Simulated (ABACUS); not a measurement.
# SnSe (Fm-3m) in ABACUS: further runs

One crystal, SnSe, is run at these levels: PBE; tasks: equation of state.

All numbers are computed with ABACUS 3.10.1; they aren't measurements. Logs are shortened: lines on timing, memory, paths and dates and some standing lists are left out, and cuts for length are marked.

### 1 The crystal as given

The structure is cubic, space group Fm-3m (No. 225). The conventional cell has a = 6.020 Å, b = 6.020 Å, c = 6.020 Å, α = 90.00°, β = 90.00°, γ = 90.00°. Sn (site symmetry m-3m) is surrounded by 6 Se at 3.01 Å. Se (site symmetry m-3m) has 6 Sn at 3.01 Å as nearest neighbours.

Measurements of this composition are mostly on another form, of space group No. 62.

### 2 Equation of state, PBE, 25.63 Å³/atom (volume scaled by 0.94)

INPUT

```
INPUT_PARAMETERS
suffix              SnSe
calculation         scf
basis_type          lcao
pseudo_dir          ./
orbital_dir         ./
symmetry            1
dft_functional      pbe
ecutwfc             100
pseudo_rcut         10
nspin               1
nbands              19
ks_solver           genelpa
smearing_method     fd
smearing_sigma      0.00367493
scf_thr             1e-07
scf_nmax            100
mixing_type         broyden
mixing_beta         0.7
cal_force           1
cal_stress          1
out_mul             1
```

STRU

```
ATOMIC_SPECIES
Sn 118.7100 Sn.upf
Se 78.9710 Se.upf

NUMERICAL_ORBITAL
Sn_confined-atom_8au_2s2p2d.orb
Se_confined-atom_7au_2s2p2d.orb

LATTICE_CONSTANT
1.8897261246

LATTICE_VECTORS
0.0000000000 2.9485541872 2.9485541872
2.9485541872 0.0000000000 2.9485541872
2.9485541872 2.9485541872 0.0000000000

ATOMIC_POSITIONS
Direct

Sn
0.0
1
0.0000000000 0.0000000000 0.0000000000 1 1 1

Se
0.0
1
0.5000000000 0.5000000000 0.5000000000 1 1 1
```

KPT

```
K_POINTS
0
Gamma
8 8 8 0 0 0
```

Potentials or basis: PseudoDojo NC SR 0.4.1 PBE standard, DZP LCAO (the cutoffs set its grid).

Launch:

```
$ OMP_NUM_THREADS=1 mpirun -np 4 abacus > log
```

running log:

```text
ABACUS v3.10.1

               Atomic-orbital Based Ab-initio Computation at UStc

 ------------------------------------------------------------------------------------

 READING GENERAL INFORMATION
                           global_out_dir = OUT.SnSe/
                           global_in_card = INPUT
                               pseudo_dir = ./
                              orbital_dir = ./
                                    DSIZE = 4
                                    GSIZE = 1

 READING UNITCELL INFORMATION
                                    ntype = 2
                  lattice constant (Bohr) = 1.88973
              lattice constant (Angstrom) = 1

 READING ATOM TYPE 1
                               atom label = Sn
                      L=0, number of zeta = 2
                      L=1, number of zeta = 2
                      L=2, number of zeta = 2
             number of atom for this type = 1

 READING ATOM TYPE 2
                               atom label = Se
                      L=0, number of zeta = 2
                      L=1, number of zeta = 2
                      L=2, number of zeta = 2
             number of atom for this type = 1

                        TOTAL ATOM NUMBER = 2
DIRECT COORDINATES
    atom                   x                   y                   z     mag                  vx                  vy                  vz
taud_Sn1            0.0000000000        0.0000000000        0.0000000000  0.0000        0.0000000000        0.0000000000        0.0000000000
taud_Se1            0.5000000000        0.5000000000        0.5000000000  0.0000        0.0000000000        0.0000000000        0.0000000000

                          Volume (Bohr^3) = 345.982
                             Volume (A^3) = 51.2692

 Lattice vectors: (Cartesian coordinate: in unit of a_0)
                   +0            +2.94855            +2.94855
             +2.94855                  +0            +2.94855
             +2.94855            +2.94855                  +0
 Reciprocal vectors: (Cartesian coordinate: in unit of 2 pi/a_0)
            -0.169575           +0.169575           +0.169575
            +0.169575           -0.169575           +0.169575
            +0.169575           +0.169575           -0.169575
 The esolver type has been set to : ksdft_lcao

                PAO radial cut off (Bohr) = 10

 Read in pseudopotential file is Sn.upf
                     pseudopotential type = NC
          exchange-correlation functional = PBE
                 nonlocal core correction = 1
                        valence electrons = 14
                                     lmax = 2
                           number of zeta = 3
                     number of projectors = 6
                           L of projector = 0
[... 5 lines left out ...]
                PAO radial cut off (Bohr) = 10

 Read in pseudopotential file is Se.upf
                     pseudopotential type = NC
          exchange-correlation functional = PBE
                 nonlocal core correction = 1
                        valence electrons = 16
                                     lmax = 2
                           number of zeta = 3
                     number of projectors = 6
                           L of projector = 0
                           L of projector = 0
                           L of projector = 1
                           L of projector = 1
                           L of projector = 2
                           L of projector = 2
     initial pseudo atomic orbital number = 18

 SETUP THE ELECTRONS NUMBER
            electron number of element Sn = 14
      total electron number of element Sn = 14
            electron number of element Se = 16
      total electron number of element Se = 16
            AUTOSET number of electrons:  = 30
                           occupied bands = 15
                                   NLOCAL = 36
                                   NBANDS = 19
                                   NBANDS = 19
                                   NLOCAL = 36

%%%%%%%%%%%%%%%%%%%%%%%%%%%%%%%%%%%%%%%%%%%%%%%%%%%%%%%%%%%%%%%%%%%%%%%%%%%%%%%%%%%%%%%%%%%%%%%%%%%%%%%%%%
 Warning: the number of valence electrons in pseudopotential > 4 for Sn: [Kr] 4d10 5s2 5p2
 Warning: the number of valence electrons in pseudopotential > 6 for Se: [Ar] 3d10 4s2 4p4
 Pseudopotentials with additional electrons can yield (more) accurate outcomes, but may be less efficient.
 If you're confident that your chosen pseudopotential is appropriate, you can safely ignore this warning.
%%%%%%%%%%%%%%%%%%%%%%%%%%%%%%%%%%%%%%%%%%%%%%%%%%%%%%%%%%%%%%%%%%%%%%%%%%%%%%%%%%%%%%%%%%%%%%%%%%%%%%%%%%

 SETUP THE PLANE WAVE BASIS
 energy cutoff for charge/potential (unit:Ry) = 400
            fft grid for charge/potential = [ 54, 54, 54 ]
                        fft grid division = [ 2, 2, 2 ]
[... 63 lines left out ...]
                     BRAVAIS LATTICE NAME = 02. Cubic I (body-centered)
                                    ibrav = 2
                       right hand lattice = 1
(for k-lattice: )
                             BRAVAIS TYPE = 2
                     BRAVAIS LATTICE NAME = 02. Cubic I (body-centered)
                                    ibrav = 2
                       right hand lattice = 1
                        ROTATION MATRICES = 48
                               nkstot_ibz = 29
K-POINTS REDUCTION ACCORDING TO SYMMETRY
     IBZ    DIRECT_X    DIRECT_Y    DIRECT_Z  WEIGHT  ibz2bz
       1  0.00000000  0.00000000  0.00000000  0.0020       0
       2  0.12500000  0.12500000  0.12500000  0.0156       1
       3  0.25000000  0.25000000  0.25000000  0.0156       2
       4  0.37500000  0.37500000  0.37500000  0.0156       3
       5  0.50000000  0.50000000  0.50000000  0.0078       4
       6  0.12500000  0.12500000  0.00000000  0.0117       9
[... 21 lines left out ...]
      28 -0.12500000  0.50000000  0.37500000  0.0234     101
      29  0.50000000  0.25000000 -0.25000000  0.0117     166

                               nkstot now = 29
[... K-POINTS DIRECT COORDINATES: 29 rows ...]

           k-point number in this process = 29
       minimum distributed K point number = 29
[... stars of the k points ...]

[... K-POINTS CARTESIAN COORDINATES: 29 rows ...]

[... K-POINTS DIRECT COORDINATES: 29 rows ...]

 SETUP PLANE WAVES FOR WAVE FUNCTIONS
     energy cutoff for wavefunc (unit:Ry) = 100
              fft grid for wave functions = [ 54, 54, 54 ]
                    number of plane waves = 7391
                         number of sticks = 499

 PARALLEL PW FOR WAVE FUNCTIONS
     PROC   COLUMNS(POT)             PW
        1            125           1849
        2            125           1849
        3            124           1845
        4            125           1848
 --------------- sum -------------------
        4            499           7391

 SET NONLOCAL PSEUDOPOTENTIAL PROJECTORS
 SET NONLOCAL PSEUDOPOTENTIAL PROJECTORS
 max number of nonlocal projetors among all species is 6

 -------------------------------------------
 SELF-CONSISTENT
 -------------------------------------------

 SETUP SEARCHING RADIUS FOR PROGRAM TO SEARCH ADJACENT ATOMS
                  longest orb rcut (Bohr) = 8
   longest nonlocal projector rcut (Bohr) = 2.66
                     search radius (Bohr) = 21.3
              searching radius is (Bohr)) = 21.3
         searching radius unit is (Bohr)) = 1.89
                         PeriodicBoundary = 1
                        Radius(unit:lat0) = 11.3
                                   glayer = [ 5, 5, 5 ]
                             glayer_minus = [ 4, 4, 4 ]

Find the coordinate range of the input atom(unit:lat0).
                                  min_tau = [ -23.6, -23.6, -23.6 ]
                                  max_tau = [ 26.5, 26.5, 26.5 ]
                                BoxNumber = [ 9, 9, 9 ]

 SETUP EXTENDED REAL SPACE GRID FOR GRID INTEGRATION
                          real space grid = [ 54, 54, 54 ]
                 big cell numbers in grid = [ 27, 27, 27 ]
             meshcell numbers in big cell = [ 2, 2, 2 ]
                        extended fft grid = [ 34, 34, 34 ]
                dimension of extened grid = [ 96, 96, 96 ]
                            UnitCellTotal = 125
              Atom number in sub-FFT-grid = 2
    Local orbitals number in sub-FFT-grid = 36
                                ParaV.nnr = 20250
                                 init_chg = atomic

 LCAO ALGORITHM --------------- ION=   1  ELEC=   1--------------------------------

 Density error is 0.0311346535967
----------------------------------------------------------
     Energy           Rydberg                 eV
----------------------------------------------------------
 E_KohnSham     -400.1213764618      -5443.9306114833
 E_Harris       -398.7723493644      -5425.5761562021
 E_Fermi        0.7952523499         10.8199633069
----------------------------------------------------------
[... 80 lines left out ...]
 Density error is 7.04923039857e-09
----------------------------------------------------------
     Energy           Rydberg                 eV
----------------------------------------------------------
 E_KohnSham     -400.1336241084      -5444.0972492647
 E_KS(sigma->0) -400.1336226531      -5444.0972294634
 E_Harris       -400.1336243347      -5444.0972523431
 E_band         -32.2787416817       -439.1748111407
 E_one_elec     -182.5525457656      -2483.7548068186
 E_Hartree      104.7373295983       1425.0244758407
 E_xc           -92.5466509013       -1259.1617830739
 E_Ewald        -229.7717541291      -3126.2050956103
 E_entropy(-TS) -0.0000029107        -0.0000396028
 E_descf        0.0000000000         0.0000000000
 E_exx          0.0000000000         0.0000000000
 E_Fermi        0.8035291713         10.9325752386
----------------------------------------------------------

 charge density convergence is achieved
 final etot is -5444.0972493 eV
 EFERMI = 10.932575239 eV

 STATE ENERGY(eV) AND OCCUPATIONS    NSPIN == 1
 1/29 kpoint (Cartesian) = 0.0000 0.0000 0.0000 (1458 pws)
       1       -37.3766     0.00390625
       2       -37.3766     0.00390625
       3       -37.3720     0.00390625
       4       -37.3720     0.00390625
       5       -37.3720     0.00390625
       6       -11.1941     0.00390625
[... 104 lines left out ...]
       6       -11.1980      0.0234375
[... 11 lines left out ...]
      18        14.9569    2.60027e-37
      19        15.7577    2.88158e-44

[... levels at 23 further k points ...]

 correction force for each atom along direction 1 is 4.97587e-14
 correction force for each atom along direction 2 is 5.32675e-15
 correction force for each atom along direction 3 is -1.06743e-14
------------------------------------------------------------------------------------------
 TOTAL-FORCE (eV/Angstrom)
------------------------------------------------------------------------------------------
                       Sn1         0.0000000000         0.0000000000         0.0000000000
                       Se1         0.0000000000         0.0000000000         0.0000000000
------------------------------------------------------------------------------------------

----------------------------------------------------------------
 TOTAL-STRESS (KBAR)
----------------------------------------------------------------
        56.5843809780         0.0000000000         0.0000000000
         0.0000000000        56.5843809780         0.0000000000
         0.0000000000        -0.0000000000        56.5843809780
----------------------------------------------------------------
 TOTAL-PRESSURE: 56.584381 KBAR

 --------------------------------------------
 !FINAL_ETOT_IS -5444.0972492647460967 eV
 --------------------------------------------
```

Run time: 5.6 s. Hardware: 4 MPI ranks of AMD EPYC 7B13 (Zen 3), shared host; peak memory 0.44 GiB.

What came out:

- Free energy: -5444.0972 eV
- Pressure: 5.7 GPa
- Band gap on the k mesh: 0.63 eV, direct
- Mulliken charges: Sn +0.23; Se -0.23 e

Caveat: the atomic orbitals were generated for these runs and aren't a published set; Mulliken charges move with the basis; spin-orbit coupling is left out, which moves the levels of the heavy elements; the basis of atomic orbitals isn't converged, which shifts pressures, moduli and gaps.

### 3 Equation of state, PBE, 26.18 Å³/atom (volume scaled by 0.96)

INPUT is that of step 2.

Edit STRU of step 2 so:

```diff
@@ -12,5 +12,5 @@
 LATTICE_VECTORS
-0.0000000000 2.9485541872 2.9485541872
-2.9485541872 0.0000000000 2.9485541872
-2.9485541872 2.9485541872 0.0000000000
+0.0000000000 2.9693193375 2.9693193375
+2.9693193375 0.0000000000 2.9693193375
+2.9693193375 2.9693193375 0.0000000000
```

KPT is that of step 2.

Potentials or basis: PseudoDojo NC SR 0.4.1 PBE standard, DZP LCAO (the cutoffs set its grid).

Launch:

```
$ OMP_NUM_THREADS=1 mpirun -np 4 abacus > log
```

Run time: 5.4 s. Hardware: 4 MPI ranks of AMD EPYC 7B13 (Zen 3), shared host; peak memory 0.44 GiB.

The run converged. Its results:

```yaml
Free_energy: -5444.1308 eV
Pressure: 4.2 GPa
Band_gap_on_the_k_mesh: 0.54 eV, direct
Mulliken_charges: Sn +0.26; Se -0.26 e
```

Caveat: the atomic orbitals were generated for these runs and aren't a published set; Mulliken charges move with the basis; spin-orbit coupling is left out, which moves the levels of the heavy elements; the basis of atomic orbitals isn't converged, which shifts pressures, moduli and gaps.

### 4 Equation of state, PBE, 26.73 Å³/atom (volume scaled by 0.98)

INPUT is that of step 3.

Edit STRU of step 3 so:

```diff
@@ -12,5 +12,5 @@
 LATTICE_VECTORS
-0.0000000000 2.9693193375 2.9693193375
-2.9693193375 0.0000000000 2.9693193375
-2.9693193375 2.9693193375 0.0000000000
+0.0000000000 2.9897980490 2.9897980490
+2.9897980490 0.0000000000 2.9897980490
+2.9897980490 2.9897980490 0.0000000000
```

KPT is that of step 3.

Launch:

```
$ OMP_NUM_THREADS=1 mpirun -np 4 abacus > log
```

Run time: 5.2 s. Hardware: 4 MPI ranks of AMD EPYC 7B13 (Zen 3), shared host; peak memory 0.44 GiB.

It converged, with:

```
Free energy            : -5444.1550 eV
Pressure               : 3.0 GPa
Band gap on the k mesh : 0.45 eV, direct
Mulliken charges       : Sn +0.29; Se -0.29 e
```

Caveat: the atomic orbitals were generated for these runs and aren't a published set; Mulliken charges move with the basis; spin-orbit coupling is left out, which moves the levels of the heavy elements; the basis of atomic orbitals isn't converged, which shifts pressures, moduli and gaps.

### 5 Equation of state, PBE, 27.27 Å³/atom

INPUT is that of step 4.

Edit STRU of step 4 so:

```diff
@@ -12,5 +12,5 @@
 LATTICE_VECTORS
-0.0000000000 2.9897980490 2.9897980490
-2.9897980490 0.0000000000 2.9897980490
-2.9897980490 2.9897980490 0.0000000000
+0.0000000000 3.0100000000 3.0100000000
+3.0100000000 0.0000000000 3.0100000000
+3.0100000000 3.0100000000 0.0000000000
```

KPT is that of step 4.

Launch:

```
$ OMP_NUM_THREADS=1 mpirun -np 4 abacus > log
```

Wall time 5.1 s (4 MPI ranks of AMD EPYC 7B13 (Zen 3), shared host); peak memory 0.44 GiB.

The run converged. Its results:

| Quantity | Value |
| --- | --- |
| Free energy | -5444.1714 eV |
| Pressure | 1.8 GPa |
| Band gap on the k mesh | 0.37 eV, direct |
| Mulliken charges | Sn +0.31; Se -0.31 e |

Caveat: the atomic orbitals were generated for these runs and aren't a published set; Mulliken charges move with the basis; spin-orbit coupling is left out, which moves the levels of the heavy elements; the basis of atomic orbitals isn't converged, which shifts pressures, moduli and gaps.

### 6 Equation of state, PBE, 27.82 Å³/atom (volume scaled by 1.02)

INPUT is that of step 5.

Edit STRU of step 5 so:

```diff
@@ -12,5 +12,5 @@
 LATTICE_VECTORS
-0.0000000000 3.0100000000 3.0100000000
-3.0100000000 0.0000000000 3.0100000000
-3.0100000000 3.0100000000 0.0000000000
+0.0000000000 3.0299343558 3.0299343558
+3.0299343558 0.0000000000 3.0299343558
+3.0299343558 3.0299343558 0.0000000000
```

KPT is that of step 5.

Potentials or basis: PseudoDojo NC SR 0.4.1 PBE standard, DZP LCAO (the cutoffs set its grid).

Launch:

```
$ OMP_NUM_THREADS=1 mpirun -np 4 abacus > log
```

It took 5 s on 4 MPI ranks of AMD EPYC 7B13 (Zen 3), shared host; peak memory 0.44 GiB.

The run converged. Its results:

| Property | Result |
| --- | --- |
| Free energy | -5444.1803 eV |
| Pressure | 0.8 GPa |
| Band gap on the k mesh | 0.30 eV, direct |
| Mulliken charges | Sn +0.33; Se -0.33 e |

Caveat: the atomic orbitals were generated for these runs and aren't a published set; Mulliken charges move with the basis; spin-orbit coupling is left out, which moves the levels of the heavy elements; the basis of atomic orbitals isn't converged, which shifts pressures, moduli and gaps.

### 7 Equation of state, PBE, 28.36 Å³/atom (volume scaled by 1.04)

INPUT is that of step 6.

Edit STRU of step 6 so:

```diff
@@ -12,5 +12,5 @@
 LATTICE_VECTORS
-0.0000000000 3.0299343558 3.0299343558
-3.0299343558 0.0000000000 3.0299343558
-3.0299343558 3.0299343558 0.0000000000
+0.0000000000 3.0496098055 3.0496098055
+3.0496098055 0.0000000000 3.0496098055
+3.0496098055 3.0496098055 0.0000000000
```

KPT is that of step 6.

Launch:

```
$ OMP_NUM_THREADS=1 mpirun -np 4 abacus > log
```

Wall time 4.8 s (4 MPI ranks of AMD EPYC 7B13 (Zen 3), shared host); peak memory 0.44 GiB.

It converged, with:

```yaml
Free_energy: -5444.1820 eV
Pressure: -0.2 GPa
Band_gap_on_the_k_mesh: 0.23 eV, direct
Mulliken_charges: Sn +0.35; Se -0.35 e
```

Caveat: the atomic orbitals were generated for these runs and aren't a published set; Mulliken charges move with the basis; spin-orbit coupling is left out, which moves the levels of the heavy elements; the basis of atomic orbitals isn't converged, which shifts pressures, moduli and gaps.

### 8 Equation of state, PBE, 28.91 Å³/atom (volume scaled by 1.06)

INPUT is that of step 7.

Edit STRU of step 7 so:

```diff
@@ -12,5 +12,5 @@
 LATTICE_VECTORS
-0.0000000000 3.0496098055 3.0496098055
-3.0496098055 0.0000000000 3.0496098055
-3.0496098055 3.0496098055 0.0000000000
+0.0000000000 3.0690345955 3.0690345955
+3.0690345955 0.0000000000 3.0690345955
+3.0690345955 3.0690345955 0.0000000000
```

KPT is that of step 7.

Launch:

```
$ OMP_NUM_THREADS=1 mpirun -np 4 abacus > log
```

Run time: 4.8 s. Hardware: 4 MPI ranks of AMD EPYC 7B13 (Zen 3), shared host; peak memory 0.44 GiB.

The run converged. Its results:

```yaml
Free_energy: -5444.1781 eV
Pressure: -1.0 GPa
Band_gap_on_the_k_mesh: 0.16 eV, direct
Mulliken_charges: Sn +0.37; Se -0.37 e
```

Caveat: the atomic orbitals were generated for these runs and aren't a published set; Mulliken charges move with the basis; spin-orbit coupling is left out, which moves the levels of the heavy elements; the basis of atomic orbitals isn't converged, which shifts pressures, moduli and gaps.

### 9 Equation of state, PBE

Potentials or basis: PseudoDojo NC SR 0.4.1 PBE standard, DZP LCAO (the cutoffs set its grid).

No new run: the results of the series are fitted here.

Results:

- Equilibrium volume: 28.26 Å³/atom
- Bulk modulus: 47 GPa
- Pressure derivative of the bulk modulus: 4.0 (rough: it moves with the points fitted)

Energy against volume, from the lowest point:
| volume (Å³/atom) | energy (meV/atom) |
| --- | --- |
| 25.635 | 42.39 |
| 26.180 | 25.62 |
| 26.725 | 13.49 |
| 27.271 | 5.30 |
| 27.816 | 0.86 |
| 28.362 | 0.00 |
| 28.907 | 1.94 |

Caveat: the atomic orbitals were generated for these runs and aren't a published set; the basis of atomic orbitals isn't converged, which shifts pressures, moduli and gaps.
